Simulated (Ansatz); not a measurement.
The calculation used DFT PBE, scalar-relativistic, plane waves, PAW (Ansatz 0.2.0). All cells share a 420 eV cutoff and Γ-centred k meshes spaced at most about 0.3 Å⁻¹ (2π included). No spin polarisation in the final relaxations.

These are static total energies at zero pressure.

Two forms of Hf₃SiO₈ were relaxed alike.

A.

```
Hf Si O
1.0
    -2.49762    2.49762    4.98100
     2.49762   -2.49762    4.98100
     2.49762    2.49762   -4.98100
Hf Si O
3 1 8
Direct
  0.75000 0.25000 0.50000
  0.50000 0.50000 0.00000
  0.25000 0.75000 0.50000
  0.00000 0.00000 0.00000
  0.35993 0.35993 0.47845
  0.11852 0.64007 0.00000
  0.88148 0.88148 0.52155
  0.64007 0.11852 0.00000
  0.64007 0.64007 0.52155
  0.35993 0.88148 0.00000
  0.11852 0.11852 0.47845
  0.88148 0.35993 0.00000
```

B.

```
Hf Si O
1.0
    -3.11762    3.32070    3.36008
     3.11762   -3.32070    3.36008
     3.11762    3.32070   -3.36008
Hf Si O
3 1 8
Direct
  0.00000 0.50000 0.50000
  0.50000 0.75057 0.25057
  0.50000 0.24943 0.74943
  0.00000 0.00000 0.00000
  0.81694 0.78350 0.60044
  0.81694 0.21650 0.03344
  0.70970 0.70970 0.00000
  0.69904 0.19904 0.50000
  0.29030 0.29030 0.00000
  0.30096 0.80096 0.50000
  0.18306 0.78350 0.96656
  0.18306 0.21650 0.39956
```

Task: Which is lower in energy, and by how much?

Result: B is lower, by 0.31 eV/atom. A has Hf and Si ordered on fluorite sites, space group I4/mmm (No. 139), 10.4 Å³/atom and a gap of 0.35 eV on its mesh; B has Hf and Si ordered on rutile sites, space group Immm (No. 71), 11.6 Å³/atom and a gap of 2.70 eV. Counting O atoms around Hf and Si (those within 1.25 times the shortest such distance or 1.15 times the sum of covalent radii), A has Hf 8, Si 8 and B has Hf 6, Si 6. The lower one is the more open, so pressure narrows the difference. In A, around Hf on a site of symmetry -4m2 lie 8 O at 2.19 Å; Si is surrounded by 8 O at 2.07 Å; O is surrounded by 1 Si at 2.07 Å, 3 Hf at 2.19–2.20 Å, 3 O at 2.39–2.40 Å and 3 O at 2.58–2.61 Å; 1 more site not described. In B, around Hf on a site of symmetry mmm lie 2 O at 2.02 Å, 4 O at 2.15 Å and 2 Si at 3.12 Å; around Si lie 4 O at 1.82 Å, 2 O at 1.95 Å and 2 Hf at 3.12 Å; O on a site of symmetry m has 1 Si at 1.82 Å and 2 Hf at 2.11–2.15 Å; 3 more sites not described. Both come from invented guesses. A third cell relaxed alike, in Cmmm, lies 4 meV/atom below the lower of the two.

Spin–orbit coupling, which can matter for Hf, is left out. Kohn–Sham gaps at this level usually fall short of measured ones. Cells relaxed within their symmetry can be saddle points.
